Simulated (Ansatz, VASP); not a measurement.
## Sb: VASP beside Ansatz

The input INCAR:

```
PREC     = Accurate       # precision mode
ENCUT    = 600            # plane-wave cutoff, eV
EDIFF    = 1E-7           # SCF threshold, eV
ISMEAR   = -1             # smearing method
SIGMA    = 0.05           # smearing width, eV
LREAL    = F              # projectors in reciprocal space
LASPH    = T              # aspherical terms in the spheres
NELM     = 80             # most SCF steps
ALGO     = Normal         # electronic algorithm
ISIF     = 3              # what is computed and relaxed
LWAVE    = F              # write WAVECAR
LCHARG   = F              # write CHGCAR
GGA      = PS             # functional
IVDW     = 12             # dispersion correction
IBRION   = 2              # ionic algorithm
NSW      = 60             # ionic steps
EDIFFG   = -0.01          # ionic threshold
```

The input KPOINTS:

```
regular mesh
0
Gamma
  8 8 8
```

Contents of POSCAR:

```
Sb
1.0
    3.1600000000      0.0000000000      0.0000000000
    0.0000000000      3.1600000000      0.0000000000
    0.0000000000      0.0000000000      3.1600000000
Sb
1
Direct
    0.0000000000      0.0000000000      0.0000000000
```

The input input.yaml:

```yaml
crystal:
  lattice:
    - [3.16, 0.0, 0.0]
    - [0.0, 3.16, 0.0]
    - [0.0, 0.0, 3.16]
  atoms:
    - { symbol: Sb, position: [0.0, 0.0, 0.0] }
hamiltonian:
  xc: pbesol
  pseudopotentials: { kind: paw }
  dispersion: d3bj
kpoints:
  mp_grid: { grid: [8, 8, 8] }
scf:
  occupations: { method: fermi_dirac, width: 0.05 }
output:
  forces: true
  stress: true
  eigenvalues: true
relax:
  f_tol: 0.01
  max_steps: 40
  cell: { stress_tol: 0.05 }
```

This isn't the form of Sb at room conditions, which is rhombohedral.

Alike in both runs: task relaxation of cell and atoms; functional PBEsol; dispersion D3(BJ); k mesh 8 × 8 × 8; occupations fermi-dirac, width 0.05 eV; no spin polarisation.

```csv
,VASP,Ansatz
version,VASP 6.6.1,Ansatz 0.2.0
potentials or method,"VASP PAW PBE potentials, release 64 (Sb)",Ansatz PAW
plane-wave cutoff (eV),600,420
valence electrons in the cell,5,15
```

```tsv
	VASP	Ansatz	Ansatz less VASP
gap on the k mesh at the Fermi level, each at its own relaxed structure (eV)	none	none	-
relaxed volume (Å³/atom)	27.79	27.73	-0.058
relaxed cell length with the largest relative difference (Å)	3.029	3.027	-0.0021
energy change over the relaxation (meV/atom)	-90	-92	-2.4
```

A gap of «none» marks a metal or a gap that the smearing closes. The two sets of potentials don't hold the same shells in valence.

Caveats: the volume moved by -12 % from the deposited cell, more than functionals usually miss; pairwise dispersion overbinds metals, which lowers pressure and volume; the PAW data sets were made with another functional, which shifts forces and pressure a little (VASP); the plane-wave basis is chosen anew once the cell has moved, so the energies of steps on either side of that aren't comparable (Ansatz); the PAW data sets come from PBE, with cores solved anew for the run's functional, which leaves a small shift of forces and pressure (Ansatz). The runs have no spin-orbit coupling, so splittings on Sb are missing.
